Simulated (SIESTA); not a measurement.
Runs of SIESTA 5.4.2 on MnH2O2 (Pyrochroite). It takes space group P-3m1 (No. 164, trigonal). The conventional cell has a = 3.250 Å, b = 3.250 Å, c = 4.480 Å, α = 90.00°, β = 90.00°, γ = 120.00°. Mn (site symmetry -3m) is surrounded by 6 O at 2.13 Å. O (site symmetry 3m) has 1 H at 0.99 Å as nearest neighbours. H (site symmetry 3m) has 1 O at 0.99 Å as nearest neighbours. 

| task | level | potentials or basis | k mesh | gap on the mesh (eV) | pressure (GPa) | moment (μB) | V0 of scaled cells (Å³/atom) | B0 (GPa) | largest force (eV/Å) |
| --- | --- | --- | --- | --- | --- | --- | --- | --- | --- |
| band structure | PBEsol | PseudoDojo 0.4 standard (PBEsol files), DZP (energy shift 0.003 Ry; two zetas on semicore shells) | 9 × 9 × 6 | 0.28 | 7.1 | 5.00 | - | - | 0.50 |
| equation of state | LDA | PseudoDojo 0.4 standard (LDA files), DZP (energy shift 0.003 Ry; two zetas on semicore shells) | 7 × 7 × 4 | - | - | - | (a) | 142 | - |
| equation of state | PBEsol | PseudoDojo 0.4 standard (PBEsol files), DZP (energy shift 0.003 Ry; two zetas on semicore shells) | 7 × 7 × 4 | - | - | - | 8.61 | 128 | - |
| band structure | LDA | PseudoDojo 0.4 standard (LDA files), DZP (energy shift 0.003 Ry; two zetas on semicore shells) | 9 × 9 × 6 | 0.25 | 2.8 | 5.00 | - | - | (b) |

Alike in all rows: spin collinear, ferromagnetic start; cell as given; smearing fermi-dirac 0.05 eV; grid cutoff 800 Ry; energy shift 0.003 Ry.

Fill in the values left out.

(a) 8.35; (b) 0.44.

Caveats: short orbitals over semicore shells can move pressures by several GPa; the basis of atomic orbitals isn't converged, which shifts pressures, moduli and gaps; a cell with one magnetic atom can't hold antiferromagnetic order, which such compounds often take (some runs); the cell was scaled at fixed shape and fractional positions, which overstates the stiffness of a crystal with free parameters, most of all of layers and chains (some runs).

